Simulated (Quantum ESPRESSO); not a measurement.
The system is TiO.

```xyz
2
Lattice="3.0310 0.0000 0.0000 -1.5155 2.6249 0.0000 0.0000 0.0000 3.2377" Properties=species:S:1:pos:R:3 pbc="T T T"
Ti    1.5155    0.8750    0.0000
O     0.0000    0.0000    1.6188
```

Base run:

* Program: Quantum ESPRESSO 7.5
* Functional: LDA
* Potentials or basis: GBRV 1.5 LDA
* Cutoff: 612 eV
* Density cutoff: 4898 eV
* k mesh: 10 × 10 × 8
* Occupations: fermi-dirac, width 0.05 eV
* Spin: no spin polarisation

Its results: band gap on the k mesh none (metal or under the smearing width); pressure -45.0 GPa.

Question: The run is repeated on the same cell with these changes: functional from LDA to PBEsol; potentials or basis from GBRV 1.5 LDA to GBRV 1.5 PBEsol. What comes out?

Answer: Band gap on the k mesh none (metal or under the smearing width); pressure -40.4 GPa.

Caveats: a pressure of tens of GPa on the cell as given is suspect, and the run, the potentials or the cell itself is likely at fault; semilocal functionals often make such compounds metallic where correlation or magnetic order opens a gap, which also shifts bond lengths.
